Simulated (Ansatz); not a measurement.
# TaN (Fm-3m) in Ansatz: equation of state

How stiff is TaN in PBEsol, and what volume does it want? The cell is scaled to several volumes.

Everything below comes from runs of Ansatz 0.2.0. Logs are shortened: lines on timing, memory, paths and dates and some standing lists are left out, and cuts for length are marked.

### 1 The crystal as given

The structure is cubic, space group Fm-3m (No. 225). Conventional cell: a = 4.423 Å, b = 4.423 Å, c = 4.423 Å, α = 90.00°, β = 90.00°, γ = 90.00°. Ta (site symmetry m-3m) is surrounded by 6 N at 2.21 Å. N (site symmetry m-3m) has 6 Ta at 2.21 Å as nearest neighbours.

The cell comes from a database or a generator and needn't be the stable form of this composition.

### 2 Equation of state, PBEsol

Potentials or basis: all-electron LAPW, scalar-relativistic.

This step only gathers the single runs of the series.

What came out:

```
Equilibrium volume                      : 10.47 Å³/atom
Bulk modulus                            : 354 GPa
Pressure derivative of the bulk modulus : 4.4
```

Energy against volume, from the lowest point:
```csv
volume (Å³/atom),energy (meV/atom)
10.164,9.50
10.381,0.00
10.597,0.84
10.813,10.94
11.030,29.32
11.246,55.10
11.462,87.50
```
